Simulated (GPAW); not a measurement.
Set up this calculation in GPAW 26.7.0, as an ASE script.

| Item | Value |
| --- | --- |
| Task | density of states |
| Functional | BLYP |
| Dispersion | D3(BJ) |
| Potentials or basis | PAW data sets generated in the run's folder for this functional |
| Cutoff | 800 eV |
| Basis | pw |
| k mesh | 10 × 10 × 10 |
| Occupations | fermi-dirac, width 0.05 eV |
| Spin | no spin polarisation |
| Eigensolver | davidson |
| Maxiter | 150 |
| k mesh for the DOS | 15 × 15 × 15 |
| Dos width | 0.1 eV |

The structure of BP lies in POSCAR:

```
BP
1.0
    0.0000000000      2.2690000000      2.2690000000
    2.2690000000      0.0000000000      2.2690000000
    2.2690000000      2.2690000000      0.0000000000
P B
1 1
Direct
    0.7500000000      0.7500000000      0.7500000000
    0.0000000000      0.0000000000      0.0000000000
```

The input as run:

run.py

```python
import numpy as np
from ase.calculators.mixing import SumCalculator
from ase.dft.bandgap import bandgap
from ase.io import read, write
from ase.units import GPa
from dftd3.ase import DFTD3
from gpaw import GPAW, PW, setup_paths

setup_paths.insert(0, '.')

atoms = read('POSCAR')

calc = GPAW(mode=PW(800),
            xc='BLYP',
            kpts={'size': (10, 10, 10), 'gamma': True},
            occupations={'name': 'fermi-dirac', 'width': 0.05},
            nbands=11,
            convergence={'density': 1e-05, 'energy': 1e-05},
            eigensolver='davidson',
            maxiter=150,
            txt='gpaw.txt')
atoms.calc = SumCalculator([calc, DFTD3(method='blyp', damping='d3bj')])
energy = atoms.get_potential_energy()
forces = atoms.get_forces()
stress = atoms.get_stress()
calc.write('gs.gpw')
write('result.traj', atoms)
print(f'Energy: {energy:.6f} eV')
print('Forces (eV/A):')
print(forces.round(4))
print('Stress (GPa):', (stress / GPa).round(3))
print('Fermi level:', round(calc.get_fermi_level(), 4), 'eV')
print(f'Gap: {bandgap(calc)[0]:.4f} eV, direct: {bandgap(calc, direct=True)[0]:.4f} eV')

dense = calc.fixed_density(kpts={'size': (15, 15, 15), 'gamma': True}, update_fermi_level=True,
                           nbands=19, convergence={'bands': 'CBM+6.0', 'eigenstates': 1e-6}, txt='dos.txt')
ef = dense.get_fermi_level()
dos = dense.dos(shift_fermi_level=False)
energies = np.linspace(ef - 14, ef + 6, 401)
spins = [None]
columns = [energies] + [dos.raw_dos(energies, spin=s, width=0.1) for s in spins]
for symbol, l in [('B', 0), ('B', 1), ('P', 0), ('P', 1), ('P', 2)]:
    for s in spins:
        columns.append(sum(dos.raw_pdos(energies, a=a.index, l=l, spin=s, width=0.1)
                           for a in atoms if a.symbol == symbol))
np.savetxt('dos.dat', np.array(columns).T, fmt='%.4f')
print('Fermi level on the dense mesh:', round(ef, 4), 'eV')
```

Potentials or basis: PAW data sets generated in the run's folder for this functional, pw.

The run is started by

```sh
$ gpaw-setup -f BLYP B P
$ OMP_NUM_THREADS=1 python run.py
```

It gave:

- Pressure: -3.3 GPa
- Band gap on the k mesh: 1.51 eV, indirect (least direct gap 3.55 eV)
- Dispersion energy per atom: -0.685 eV

Wall time 39 s on 1 thread of Arm Neoverse V1 (shared host), peak memory 0.24 GiB.
